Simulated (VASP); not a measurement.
# Pb (Fm-3m) in VASP: further runs, part 2 of 2

VASP 6.6.1. Earlier steps stand in the parts before.

## Step 3: Relaxation of cell and atoms, PBE

INCAR reads:

```
  ALGO = Normal
  EDIFF = 1E-6
  EDIFFG = -0.01
  ENCUT = 600
  GGA = PE
  IBRION = 2
  ISIF = 3
  ISMEAR = 1
  KPAR = 2
  LASPH = T
  LCHARG = F
  LREAL = F
  LWAVE = F
  NELM = 80
  NSW = 90
  PREC = Accurate
  SIGMA = 0.1
```

KPOINTS reads:

```
k-points
0
Gamma
  14 14 14
```

POSCAR reads:

```
Pb
1.0
    0.0000000000      2.4750200000      2.4750200000
    2.4750200000      0.0000000000      2.4750200000
    2.4750200000      2.4750200000      0.0000000000
Pb
1
Direct
    0.0000000000      0.0000000000      0.0000000000
```

Potentials or basis: VASP PAW PBE potentials, release 64 (Pb_d).

Launch:

```console
$ cat potpaw_PBE.64/Pb_d/POTCAR > POTCAR
$ mpirun -np 2 vasp_std > vasp.out
```

OUTCAR:

```text
EDIFF = 1E-6
   EDIFFG = -0.01
   ENCUT = 600
   GGA = PE
   IBRION = 2
   ISIF = 3
   ISMEAR = 1
   LASPH = T
   LREAL = F
   NELM = 80
   NSW = 90
   PREC = Accurate

 ion  position               nearest neighbor table
   1  0.000  0.000  0.000-

  LATTYP: Found a face centered cubic cell.
 ALAT       =     4.9500400000

  Lattice vectors:

 A1 = (   0.0000000000,   2.4750200000,   2.4750200000)
 A2 = (   2.4750200000,   0.0000000000,   2.4750200000)
 A3 = (   2.4750200000,   2.4750200000,   0.0000000000)

Analysis of symmetry for initial positions (statically):
=====================================================================
 Subroutine PRICEL returns:
 Original cell was already a primitive cell.

 Routine SETGRP: Setting up the symmetry group for a
 face centered cubic supercell.

 Subroutine GETGRP returns: Found 48 space group operations
[... 181 lines left out ...]
      6      -4.4725      2.00000
      7      14.7000      0.00000
      8      14.7000      0.00000
      9      14.7000      0.00000
     10      17.0452      0.00000
     11      18.6213      0.00000
[... 391 lines left out ...]
--------------------------------------- Ionic step        3  -------------------------------------------

 number of electron      14.0000003 magnetization

 Free energy of the ion-electron system (eV)
  ---------------------------------------------------
  ext. energy  EPLUGINS =         0.00000000
  ---------------------------------------------------
  free energy    TOTEN  =        -3.56745802 eV

  energy without entropy =       -3.56743829  energy(sigma->0) =       -3.56745144

 E-fermi :   6.6944     XC(G=0):  -9.9290

 val. band max:        6.6611177570   @ k =   0.3571   0.2143   0.0000
 cond. band min:       6.6947899770   @ k =   0.3571   0.2857   0.0000
 fundamental gap:      0.0336722200
 Fermi energy:         6.6944488521

 k-point     1 :       0.0000    0.0000    0.0000
  band No.  band energies     occupation
      1     -10.3436      2.00000
      2     -10.3436      2.00000
      3     -10.3436      2.00000
      4     -10.2251      2.00000
      5     -10.2251      2.00000
      6      -4.7072      2.00000
      7      13.6924      0.00000
      8      13.6924      0.00000
      9      13.6924      0.00000
     10      16.4180      0.00000
     11      17.3517      0.00000
[... 350 lines left out ...]
  FREE ENERGIE OF THE ION-ELECTRON SYSTEM (eV)
  ---------------------------------------------------
  free  energy   TOTEN  =        -3.5674580164 eV

  energy  without entropy=       -3.5674382948  energy(sigma->0) =       -3.56745144

 reached required accuracy - stopping structural energy minimisation
```

OSZICAR:

```text
N       E                     dE             d eps       ncg     rms          rms(c)
DAV:   1     0.107360388059E+03    0.10736E+03   -0.79800E+03  2300   0.164E+03
DAV:   2     0.123599995500E+01   -0.10612E+03   -0.10416E+03  2342   0.342E+02
DAV:   3    -0.345133325107E+01   -0.46873E+01   -0.46630E+01  2725   0.827E+01
DAV:   4    -0.356175908772E+01   -0.11043E+00   -0.11040E+00  2742   0.138E+01
[... 22 lines left out ...]
DAV:   4    -0.356743700692E+01   -0.97063E-05   -0.13064E-04  2348   0.131E-01    0.127E-02
DAV:   5    -0.356746127414E+01   -0.24267E-04   -0.74417E-05  2354   0.750E-02    0.666E-03
DAV:   6    -0.356745908127E+01    0.21929E-05   -0.36974E-06  2696   0.370E-02    0.136E-03
DAV:   7    -0.356745805364E+01    0.10276E-05   -0.54538E-07  1543   0.759E-03    0.269E-04
DAV:   8    -0.356745801642E+01    0.37224E-07   -0.32301E-08  1171   0.201E-03
   3 F= -.35674580E+01 E0= -.35674514E+01  d E =-.121075E-01
```

It took 56 s on 2 MPI ranks of Intel Xeon Platinum 8488C (Sapphire Rapids), shared host; peak memory 0.18 GiB.

What came out:

| Quantity | Value |
| --- | --- |
| Free energy | -3.5675 eV |
| Relaxed volume | 32.00 Å³/atom |
| Relaxed cell | a = 3.564 Å, b = 3.564 Å, c = 3.564 Å, α = 60.00°, β = 60.00°, γ = 60.00° |
| Space group after relaxing (to 0.05 Å) | Fm-3m (No. 225) |
| Energy gained by relaxing | 12.1 meV/atom |
| Ionic steps | 3 |
| Pressure after relaxing | 0.0 GPa |
| Band gap on the k mesh | none (metal or under the smearing width) |

Step by step:
```tsv
step	energy change (eV)	largest force (eV/Å)	pressure (GPa)	volume (Å³)
1	0.0000	0.0000	2.42	30.32
2	-0.0116	0.0000	-0.46	32.38
3	-0.0121	0.0000	0.01	32.00
```

Final structure:
```
Pb
1.0
     0.00000    2.51985    2.51985
     2.51985    0.00000    2.51985
     2.51985    2.51985    0.00000
Pb
1
Cartesian
  0.0000 0.0000 0.0000
```

Levels at points of the mesh, in eV from the Fermi level:
```csv
k point,band 3,band 4,band 5,band 6,band 7,band 8,band 9,band 10,band 11
"(0.00, 0.00, 0.00)",-17.04,-16.92,-16.92,-11.40,7.00,7.00,7.00,9.72,10.66
"(0.50, 0.00, 0.00)",-17.03,-16.80,-16.80,-8.08,-3.95,5.29,5.29,9.00,9.20
"(0.50, 0.50, 0.00)",-16.81,-16.78,-16.78,-6.80,-3.06,1.99,1.99,5.22,6.48
```

## Step 4: Relaxation of cell and atoms, PBE

This run uses another cell than the first one, of 32.00 Å³/atom, 1.055 times its volume.

INCAR, as its differences from that of step 3:

```diff
@@ -1,4 +1,4 @@
   ALGO = Normal
-  EDIFF = 1E-6
-  EDIFFG = -0.01
+  EDIFF = 1E-7
+  EDIFFG = -0.005
   ENCUT = 600
```

KPOINTS is that of step 3.

POSCAR reads:

```
Pb                                      
1.0
    0.0000000000      2.5198484597      2.5198484597
    2.5198484597     -0.0000000000      2.5198484597
    2.5198484597      2.5198484597      0.0000000000
  Pb            
     1
Direct
     0.0000000000000000    0.0000000000000000    0.0000000000000000
```

Launch:

```console
$ cat potpaw_PBE.64/Pb_d/POTCAR > POTCAR
$ mpirun -np 2 vasp_std > vasp.out
```

Run time: 28 s. Hardware: 2 MPI ranks of Intel Xeon Platinum 8488C (Sapphire Rapids), shared host; peak memory 0.17 GiB.

It converged, with:

* Free energy: -3.5678 eV
* Relaxed volume: 32.03 Å³/atom
* Relaxed cell: a = 3.565 Å, b = 3.565 Å, c = 3.565 Å, α = 60.00°, β = 60.00°, γ = 60.00°
* Space group after relaxing (to 0.05 Å): Fm-3m (No. 225)
* Energy gained by relaxing: 0.0 meV/atom
* Ionic steps: 2
* Pressure after relaxing: 0.0 GPa
* Band gap on the k mesh: none (metal or under the smearing width)

Final structure:
```
Pb
1.0
     0.00000    2.52053    2.52053
     2.52053    0.00000    2.52053
     2.52053    2.52053    0.00000
Pb
1
Direct
  0.00000 0.00000 0.00000
```

Levels at points of the mesh, in eV from the Fermi level:
```csv
k point,band 4,band 5,band 6,band 7,band 8,band 9,band 10,band 11
"(0.00, 0.00, 0.00)",-16.92,-16.92,-11.40,6.99,6.99,6.99,9.72,10.65
"(0.50, 0.00, 0.00)",-16.80,-16.80,-8.08,-3.94,5.28,5.28,8.99,9.20
"(0.50, 0.50, 0.00)",-16.77,-16.77,-6.80,-3.06,1.99,1.99,5.22,6.48
```
